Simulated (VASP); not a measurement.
VASP 6.6.1 run: SnTe

INCAR

```
NBANDS = 17
EDIFF = 1E-7
NELM = 82
BMIX = 0.0001
LWAVE = .FALSE.
LREAL = .FALSE.
LCHARG = .FALSE.
ISMEAR = 0
NSW = 0
SIGMA = 0.2
PREC = Accurate
IBRION = -1
GGA = PE
ISIF = 2
ENCUT = 520
LASPH = .TRUE.
AMIX = 0.2
```

KPOINTS

```
KPOINTS created by Atomic Simulation Environment
0
Gamma
8 8 8
0 0 0
```

POSCAR

```
Sn Te
 1.0000000000000000
     0.0000000000000000    3.2850102558000001    3.1814387181999999
     3.2850102558000001    0.0000000000000000    3.1814387181999999
     3.2850102558000001    3.2850102558000001    0.0000000000000000
 Sn  Te
   1   1
Cartesian
  0.0000000000000000  0.0000000000000000  0.0000000000000000
  3.2850102558000001  3.2850102558000001  3.1814387181999990
```

The recommended PBE PAW datasets give the neutral cell 20 valence electrons.

Command

```
mpirun -np 1 vasp_std
```

OSZICAR

```
N       E                     dE             d eps       ncg     rms          rms(c)
DAV:   1     0.125923445451E+03    0.12592E+03   -0.94193E+03  2022   0.131E+03
DAV:   2     0.407388781729E+01   -0.12185E+03   -0.11862E+03  2168   0.321E+02
DAV:   3    -0.726515831027E+01   -0.11339E+02   -0.11233E+02  2422   0.893E+01
DAV:   4    -0.760711455373E+01   -0.34196E+00   -0.34172E+00  2406   0.163E+01
DAV:   5    -0.762165092027E+01   -0.14536E-01   -0.14536E-01  2954   0.322E+00    0.371E+00
DAV:   6    -0.755167825715E+01    0.69973E-01   -0.93847E-02  2665   0.185E+00    0.300E+00
DAV:   7    -0.753554727241E+01    0.16131E-01   -0.16342E-01  2524   0.213E+00    0.166E+00
DAV:   8    -0.753830138728E+01   -0.27541E-02   -0.35340E-02  2576   0.147E+00    0.234E-01
DAV:   9    -0.753743472580E+01    0.86666E-03   -0.96276E-03  2743   0.681E-01    0.125E-01
DAV:  10    -0.753733965497E+01    0.95071E-04   -0.63042E-04  2578   0.173E-01    0.112E-01
DAV:  11    -0.753725412619E+01    0.85529E-04   -0.33497E-04  2669   0.990E-02    0.181E-02
DAV:  12    -0.753725593659E+01   -0.18104E-05   -0.62947E-05  2291   0.455E-02    0.194E-02
DAV:  13    -0.753725609287E+01   -0.15629E-06   -0.13406E-06  2721   0.718E-03    0.196E-02
DAV:  14    -0.753725569746E+01    0.39542E-06   -0.27173E-07  1851   0.328E-03    0.165E-02
DAV:  15    -0.753725553742E+01    0.16004E-06   -0.56251E-07  2187   0.588E-03    0.294E-02
DAV:  16    -0.753725548658E+01    0.50840E-07   -0.42501E-08  1236   0.158E-03
   1 F= -.75372555E+01 E0= -.75363852E+01  d E =-.174063E-02
```

From OUTCAR

```
k-points           NKPTS =     59   k-points in BZ     NKDIM =     59   number of bands    NBANDS=     17

   NELECT =      20.0000    total number of electrons

   dimension x,y,z NGX =    36 NGY =   36 NGZ =   36
   dimension x,y,z NGXF=    72 NGYF=   72 NGZF=   72

  energy-cutoff  :      520.00
  volume of cell :       68.66
      direct lattice vectors                 reciprocal lattice vectors
     0.000000000  3.285010256  3.181438718    -0.152206526  0.152206526  0.157161600
     3.285010256  0.000000000  3.181438718     0.152206526 -0.152206526  0.157161600
     3.285010256  3.285010256  0.000000000     0.152206526  0.152206526 -0.157161600

 k-points in reciprocal lattice and weights: KPOINTS created by Atomic Simulation Env
   0.00000000  0.00000000  0.00000000       0.002
   0.12500000  0.00000000  0.00000000       0.016
   0.25000000  0.00000000  0.00000000       0.016
   0.37500000  0.00000000  0.00000000       0.016
   0.50000000  0.00000000  0.00000000       0.008
   0.12500000  0.12500000  0.00000000       0.004
   0.25000000  0.12500000  0.00000000       0.016
   0.37500000  0.12500000  0.00000000       0.016
   ...

 E-fermi :   5.8320

 k-point     1 :       0.0000    0.0000    0.0000
  band No.  band energies     occupation
      1     -16.0529      2.00000
      2     -16.0520      2.00000
      3     -16.0397      2.00000
      4     -16.0397      2.00000
      5     -16.0378      2.00000
      6      -6.3140      2.00000
      7       0.8273      2.00000
      8       3.7214      2.00000
      9       4.0547      2.00000
     10       4.0547      2.00000
     11       8.7526      0.00000
     12       8.7526      0.00000
     13       9.4804      0.00000
     14      10.6886      0.00000
     15      10.6886      0.00000
     16      10.9053      0.00000
     17      12.4467      0.00000

 k-point     2 :       0.1250    0.0000    0.0000
  band No.  band energies     occupation
      1     -16.0530      2.00000
      2     -16.0517      2.00000
      3     -16.0394      2.00000
      4     -16.0391      2.00000
      5     -16.0381      2.00000
      6      -6.2007      2.00000
      7       0.3222      2.00000
      8       3.8472      2.00000
      9       4.0605      2.00000
     10       4.3037      2.00000
     11       8.1876      0.00000
     12       8.2107      0.00000
     13       8.8371      0.00000
     14      10.6955      0.00000
     15      11.0005      0.00000
     16      11.1193      0.00000
     17      13.2653      0.00000

 k-point     3 :       0.2500    0.0000    0.0000
  band No.  band energies     occupation
      1     -16.0537      2.00000
      2     -16.0510      2.00000
      3     -16.0398      2.00000
      4     -16.0378      2.00000
      5     -16.0376      2.00000
      6      -5.8860      2.00000
      7      -0.6883      2.00000
      8       4.0000      2.00000
      9       4.0963      2.00000
     10       4.8332      2.00000
     11       7.2237      0.00000
     12       7.2890      0.00000
     13       7.7527      0.00000
     14      11.0689      0.00000
     15      11.8666      0.00000
     16      11.9000      0.00000
     17      15.0514      0.00000

 ...

  Total       -1.0690867     -1.0690867      0.2572631      0.0000000      0.0000000      0.0000000
  in kB      -24.9457457    -24.9457457      6.0028991      0.0000000      0.0000000      0.0000000
  external PRESSURE =     -14.6295307 kB  Pullay stress =       0.0000000 kB

 POSITION                                       TOTAL-FORCE (eV/Angst)
 -----------------------------------------------------------------------------------
      0.00000      0.00000      0.00000         0.000000      0.000000     -0.000000
      3.28501      3.28501      3.18144         0.000000      0.000000      0.000000
 -----------------------------------------------------------------------------------
    total drift:                                0.000000      0.000000      0.000000

  FREE ENERGIE OF THE ION-ELECTRON SYSTEM (eV)
  ---------------------------------------------------
  free  energy   TOTEN  =        -7.5372554866 eV

  energy  without entropy=       -7.5355148607  energy(sigma->0) =       -7.53638517
```

It converged. Results: gap between bands v and c on the k mesh 0.12 eV; least direct gap on the k mesh 0.12 eV; pressure -1.5 GPa. Band v is the last that the valence electrons fill when counted band by band, and c is the next.

For comparison, a separate PBE run of the intended cell, on usual settings and not on those above, gives a gap of 0.12 eV on its mesh and a pressure of -1.4 GPa.

The run above took about 76 s on one core of a shared host (Intel Xeon Platinum 8488C) and held 0.24 GiB at most.
